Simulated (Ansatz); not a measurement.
# Mo(100) with 4 layers of random Mo-Ru, 2x2: scattering by chemical disorder, part 2 of 2

How strongly does chemical disorder scatter in Mo(100) with 4 layers of random Mo-Ru, 2x2?

Ansatz 0.2.0; Ansatz plane-wave DFT, PBE, PAW files; ballistic transport by layer matching (Landauer), zero bias; PAW set soft_1.

So far. Step 3 (With 8 alloy layers): Over the solved energies the transmission per spin lies between 2.83 and 2.93, out of 6.66 channels of the lead on average (up to 6.84).

### Step 4. With 12 alloy layers

In 12 layers a share of 0.75 of the sites is given to Ru at random. A fresh draw is used; the growth of the resistance with length is what counts.

System of this step: Mo(100) with 12 layers of random Mo-Ru, 2x2. The cell holds 88 atoms: 52 Mo and 36 Ru. Its edges and angles: a = 6.294 Å, b = 6.294 Å, c = 34.617 Å, α = 90.0°, β = 90.0°, γ = 90.0°. It derives from Mo. Regions: lead, 40 atoms (40 Mo); scattering region, 48 atoms (36 Ru and 12 Mo). The structure is stacked along c, and the current runs across the ab planes.

The input, input.yaml:

```yaml
crystal:
  lattice:
    - [6.294, 0.0, 0.0]
    - [0.0, 6.294, 0.0]
    - [0.0, 0.0, 34.617]
  atoms:
    - { symbol: Mo, position: [0.0, 0.0, 0.0227272727] }
    - { symbol: Mo, position: [0.0, 0.5, 0.0227272727] }
    - { symbol: Mo, position: [0.5, 0.0, 0.0227272727] }
    - { symbol: Mo, position: [0.5, 0.5, 0.0227272727] }
    - { symbol: Mo, position: [0.25, 0.25, 0.0681818182] }
    - { symbol: Mo, position: [0.25, 0.75, 0.0681818182] }
    - { symbol: Mo, position: [0.75, 0.25, 0.0681818182] }
    - { symbol: Mo, position: [0.75, 0.75, 0.0681818182] }
    - { symbol: Mo, position: [0.0, 0.0, 0.1136363636] }
    - { symbol: Mo, position: [0.0, 0.5, 0.1136363636] }
    - { symbol: Mo, position: [0.5, 0.0, 0.1136363636] }
    - { symbol: Mo, position: [0.5, 0.5, 0.1136363636] }
    - { symbol: Mo, position: [0.25, 0.25, 0.1590909091] }
    - { symbol: Mo, position: [0.25, 0.75, 0.1590909091] }
    - { symbol: Mo, position: [0.75, 0.25, 0.1590909091] }
    - { symbol: Mo, position: [0.75, 0.75, 0.1590909091] }
    - { symbol: Mo, position: [0.0, 0.0, 0.2045454545] }
    - { symbol: Mo, position: [0.0, 0.5, 0.2045454545] }
    - { symbol: Mo, position: [0.5, 0.0, 0.2045454545] }
    - { symbol: Mo, position: [0.5, 0.5, 0.2045454545] }
    - { symbol: Ru, position: [0.25, 0.25, 0.25] }
    - { symbol: Ru, position: [0.25, 0.75, 0.25] }
    - { symbol: Ru, position: [0.75, 0.25, 0.25] }
    - { symbol: Ru, position: [0.75, 0.75, 0.25] }
    - { symbol: Ru, position: [0.0, 0.0, 0.2954545455] }
    - { symbol: Ru, position: [0.0, 0.5, 0.2954545455] }
    - { symbol: Mo, position: [0.5, 0.0, 0.2954545455] }
    - { symbol: Ru, position: [0.5, 0.5, 0.2954545455] }
    - { symbol: Ru, position: [0.25, 0.25, 0.3409090909] }
    - { symbol: Ru, position: [0.25, 0.75, 0.3409090909] }
    - { symbol: Ru, position: [0.75, 0.25, 0.3409090909] }
    - { symbol: Ru, position: [0.75, 0.75, 0.3409090909] }
    - { symbol: Ru, position: [0.0, 0.0, 0.3863636364] }
    - { symbol: Mo, position: [0.0, 0.5, 0.3863636364] }
    - { symbol: Ru, position: [0.5, 0.0, 0.3863636364] }
    - { symbol: Ru, position: [0.5, 0.5, 0.3863636364] }
    - { symbol: Ru, position: [0.25, 0.25, 0.4318181818] }
    - { symbol: Ru, position: [0.25, 0.75, 0.4318181818] }
    - { symbol: Ru, position: [0.75, 0.25, 0.4318181818] }
    - { symbol: Ru, position: [0.75, 0.75, 0.4318181818] }
    - { symbol: Ru, position: [0.0, 0.0, 0.4772727273] }
    - { symbol: Ru, position: [0.0, 0.5, 0.4772727273] }
    - { symbol: Ru, position: [0.5, 0.0, 0.4772727273] }
    - { symbol: Mo, position: [0.5, 0.5, 0.4772727273] }
    - { symbol: Mo, position: [0.25, 0.25, 0.5227272727] }
    - { symbol: Ru, position: [0.25, 0.75, 0.5227272727] }
    - { symbol: Mo, position: [0.75, 0.25, 0.5227272727] }
    - { symbol: Mo, position: [0.75, 0.75, 0.5227272727] }
    - { symbol: Ru, position: [0.0, 0.0, 0.5681818182] }
    - { symbol: Ru, position: [0.0, 0.5, 0.5681818182] }
    - { symbol: Ru, position: [0.5, 0.0, 0.5681818182] }
    - { symbol: Ru, position: [0.5, 0.5, 0.5681818182] }
    - { symbol: Ru, position: [0.25, 0.25, 0.6136363636] }
    - { symbol: Ru, position: [0.25, 0.75, 0.6136363636] }
    - { symbol: Ru, position: [0.75, 0.25, 0.6136363636] }
    - { symbol: Ru, position: [0.75, 0.75, 0.6136363636] }
    - { symbol: Mo, position: [0.0, 0.0, 0.6590909091] }
    - { symbol: Mo, position: [0.0, 0.5, 0.6590909091] }
    - { symbol: Ru, position: [0.5, 0.0, 0.6590909091] }
    - { symbol: Mo, position: [0.5, 0.5, 0.6590909091] }
    - { symbol: Ru, position: [0.25, 0.25, 0.7045454545] }
    - { symbol: Mo, position: [0.25, 0.75, 0.7045454545] }
    - { symbol: Ru, position: [0.75, 0.25, 0.7045454545] }
    - { symbol: Ru, position: [0.75, 0.75, 0.7045454545] }
    - { symbol: Mo, position: [0.0, 0.0, 0.75] }
    - { symbol: Ru, position: [0.0, 0.5, 0.75] }
    - { symbol: Mo, position: [0.5, 0.0, 0.75] }
    - { symbol: Ru, position: [0.5, 0.5, 0.75] }
    - { symbol: Mo, position: [0.25, 0.25, 0.7954545455] }
    - { symbol: Mo, position: [0.25, 0.75, 0.7954545455] }
    - { symbol: Mo, position: [0.75, 0.25, 0.7954545455] }
    - { symbol: Mo, position: [0.75, 0.75, 0.7954545455] }
    - { symbol: Mo, position: [0.0, 0.0, 0.8409090909] }
    - { symbol: Mo, position: [0.0, 0.5, 0.8409090909] }
    - { symbol: Mo, position: [0.5, 0.0, 0.8409090909] }
    - { symbol: Mo, position: [0.5, 0.5, 0.8409090909] }
    - { symbol: Mo, position: [0.25, 0.25, 0.8863636364] }
    - { symbol: Mo, position: [0.25, 0.75, 0.8863636364] }
    - { symbol: Mo, position: [0.75, 0.25, 0.8863636364] }
    - { symbol: Mo, position: [0.75, 0.75, 0.8863636364] }
    - { symbol: Mo, position: [0.0, 0.0, 0.9318181818] }
    - { symbol: Mo, position: [0.0, 0.5, 0.9318181818] }
    - { symbol: Mo, position: [0.5, 0.0, 0.9318181818] }
    - { symbol: Mo, position: [0.5, 0.5, 0.9318181818] }
    - { symbol: Mo, position: [0.25, 0.25, 0.9772727273] }
    - { symbol: Mo, position: [0.25, 0.75, 0.9772727273] }
    - { symbol: Mo, position: [0.75, 0.25, 0.9772727273] }
    - { symbol: Mo, position: [0.75, 0.75, 0.9772727273] }
kpoints:
  mp_grid: { grid: [4, 4, 1] }
hamiltonian:
  xc: pbe
  pseudopotentials: { kind: paw, azcp: { folder: soft_1 } }
scf:
  occupations: { method: fermi_dirac, width: 0.1 }
output:
  transmission: { leads: [[0, 4]], kmesh: [8, 8], e_range: [-0.05, 0.05], de: 0.05 }
  write_potential: true
  write_density: true
  volumetric_format: npy
```

Started as:

```sh
$ ansatz run input.yaml --threads 4 --pin off --max-ram 15360MiB --backend cpu --events-out ev --progress --plain --runs-dir out
```

Numbers of over 12 decimals in the logs are rounded to 6 here.

The log of the run:

```text
[...]
Crystal: 88 atoms, lattice volume = 1371.333 Å³
Basis set: ecut = 420 eV, 26839 PW (Γ)
Bands: 783, of which v1, the nominal top of the filled ones, is band 652 counted from 1 (651 counted from 0)
Symmetry: 1 space group operations
[...]
k-points: 10 of 16 (time reversal used)
[...]
SCF iter   1: F=—  HF=-469392.317255 eV  |F-HF|=—  |Δ(HF+E_count)|=         —  Δρ=1.26e-1  dr2=2.76e3  ethr=3.10e-3  ⟨swp⟩=4.9  Hψ=23983  notcnv=0
[...]
SCF iter  10: F=-469328.399290 eV  HF=-469328.399290 eV  |F-HF|=5.17e-8  |Δ(HF+E_count)|=   1.31e-8  Δρ=8.85e-7  dr2=5.47e-8  ethr=7.67e-12  ⟨swp⟩=6.0  Hψ=20917  notcnv=0
SCF 1 converged in 10 iterations: F = -469328.399290 eV  dr2 = 5.47e-8
[...]
transmission: 234 of 2312 steps passed
transmission: 465 of 2312 steps passed
[...]
transmission: 2312 of 2312 steps passed
SCF converged after 10 iterations
Free energy (F): -469328.399290 eV
[...]
Internal energy: -469324.347022 eV  (E = F + TS)
E sigma→0 (E₀):  -469326.373156 eV
Entropy (-TS):   -4.052268 eV (-46.049 meV/atom)
Fermi energy:    20.634064 eV
[...]
--- Band table (eV; the first three rows and the last of 10) ---
  k-point 0: bands = [... 648 lower, 20.7257, 20.7312, 20.7559, 20.7582, 20.7648, 20.7928, 20.7982, 20.8102, ... 127 higher]
  k-point 1: bands = [... 648 lower, 20.5852, 20.5887, 20.6116, 20.6245, 20.6441, 20.6547, 20.6677, 20.6714, ... 127 higher]
  k-point 2: bands = [... 648 lower, 20.4911, 20.5131, 20.5409, 20.5566, 20.5708, 20.5857, 20.6156, 20.6342, ... 127 higher]
  k-point 9: bands = [... 648 lower, 20.6212, 20.6305, 20.6431, 20.6617, 20.6754, 20.6791, 20.6922, 20.7171, ... 127 higher]
--- Transmission ---
  basis      : 349 plane waves across, 68 finite elements along
  points     : 34, standing for a mesh of 8 x 8
[...]
channels       : 6.593750e0 a spin
[...]
slowest decay  : 0.0454 /Å at (0.3750, 0.5000)
  junction   : crystal 0 to crystal 0, 0.70 to 33.74 Å
    transmission   : 2.174696e0 a spin
[...]
```

Elapsed: 34 min, on 4 threads of Arm Neoverse V1, shared host; peak memory 8.7 GiB.

This step gave:

| Quantity | Value |
| --- | --- |
| free energy | -469328.3993 eV |
| energy at zero smearing | -469326.3732 eV |
| Fermi energy | 20.63 eV |
| transmission per spin nearest the Fermi level | 2.175 |
| open channels per spin nearest the Fermi level | 6.594 |

Per spin. Transmission, zone mean against energy, zero at the Fermi level:

| energy (eV) | transmission, zone mean |
| --- | --- |
| -0.0500 | 2.27 |
| 0.0000 | 2.17 |
| 0.0500 | 2.07 |

Over the solved energies the transmission per spin lies between 2.07 and 2.27, out of 6.64 channels of the lead on average (up to 6.78).

### Step 5. The fit

This step: Ansatz plane-wave DFT, PBE, PAW files; ballistic transport by layer matching (Landauer), zero bias; residual resistivity from the slope of the area resistance, atoms on the host's lattice; PAW set soft_1 (Ansatz 0.2.0).

Numbers from this step:

- resistivity: 74.95 µΩ cm
- intercept: 0.1348 fΩ m²
- scatter about the fit: 0.04948 fΩ m²

Resistance, by row:

```
run  length (Å)      T  channels N  RA (fΩ m²)
 n4       6.294  3.633       6.677      0.6415
 n8       12.59  2.878       6.656       1.008
n12       18.88  2.171       6.635       1.585
```

The area resistance by length of the alloy:

```csv
length of the alloy (Å),area resistance (fΩ m²)
6.29,0.642
12.59,1.01
18.88,1.58
```

The area resistance goes from 0.64 to 1.6 fΩ m² between 6.3 and 18.9 Å, a slope of 75 µΩ cm.

By hand from the end points: (1.585 − 0.6415) fΩ m² / (18.88 − 6.29) Å = 75 µΩ cm, since 1 fΩ m² per Å is 1000 µΩ cm.

### Step 6. What came out

```json
{"resistivity from the slope": "74.9 µΩ cm", "area resistance over 6.29 Å": "0.642 fΩ m²", "area resistance over 12.6 Å": "1.01 fΩ m²", "area resistance over 18.9 Å": "1.58 fΩ m²"}
```

What this shows: The slope gives 75 µΩ cm. The points scatter by 0.049 fΩ m² about the line, with one random draw a length in a 2x2 cell, so the slope is a rough value. Read with a model of isotropic scattering on a spherical Fermi surface and the lead's 1.3×10¹⁵ S/m², this slope means a mean free path near 7.7 Å (a rough figure, since the alloy's own channel count differs); over these lengths the model's slope is within 3 % of its bulk resistivity. The atoms sit on the host's lattice, so scattering by size misfit is left out. With 75 % of Ru, whose own structure is another, this is a hypothetical phase.

[Logs are printed without paths, hosts, clocks, repeated set-up lines and the standing remarks that a program may print on its own settings, such as how far it seeks lower states.]

[Hosts, paths, dates, database ids (printed as entryN), source tags and the programs' standing remarks are cut or masked in the printed files.]
